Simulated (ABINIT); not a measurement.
Wanted: the native input for an ABINIT 10.8.3 (patched build) run.

```yaml
Task: single point
Functional: r2SCAN
Potentials_or_basis: JTH PAW PBE v2.0
Cutoff: 490 eV
k_mesh: 10 × 10 × 10
Occupations: fermi-dirac, width 0.05 eV
Spin: no spin polarisation
Fine-grid_cutoff: 979.61 eV
```

Si2Mo:

```xyz
3
Lattice="-1.6000 1.6000 3.9305 1.6000 -1.6000 3.9305 1.6000 1.6000 -3.9305" Properties=species:S:1:pos:R:3 pbc="T T T"
Mo    0.0000    0.0000    0.0000
Si    0.0000    0.0000    5.2433
Si    0.0000    0.0000    2.6177
```

The input as run:

run.abi

```
pp_dirpath "./"
pseudos "Mo.GGA_PBE-JTH.xml, Si.GGA_PBE-JTH.xml"

acell 3*1.0
rprim
    -3.0235617994     3.0235617994     7.4275685328
     3.0235617994    -3.0235617994     7.4275685328
     3.0235617994     3.0235617994    -7.4275685328
ntypat 2
znucl 42 14
natom 3
typat 1 2 2
xred
     0.0000000000     0.0000000000     0.0000000000
     0.6670000000     0.6670000000     0.0000000000
     0.3330000000     0.3330000000     0.0000000000

ecut 18.0
pawecutdg 36.0

kptopt 1
ngkpt 10 10 10
nshiftk 1
shiftk 0.0 0.0 0.0

ixc -497498
usekden 1
pawxcdev 0

nband 15
occopt 3
tsmear 0.05 eV

nstep 100
tolvrs 1.0e-7

iomode 3
prtwf 0
prteig 0
prtebands 0
enunit 2
prtden 1
prtvha 1
prtvclmb 1
prtpot 1
```

Potentials or basis: JTH PAW PBE v2.0.

Run with:

```bash
$ abinit run.abi > log 2>&1
```

Results of the run:

- Pressure: -1.1 GPa
- Largest force: 0.383 eV/Å
- Band gap on the k mesh: none (metal or under the smearing width)
- Valence electrons inside the program's atomic spheres: Mo 11.40; Si 1.52

Caveat: the PAW data sets were made with another functional, which shifts forces and pressure a little.

It took 14 min on 1 thread of Arm Neoverse V1 (shared host), peak memory 0.2 GiB.
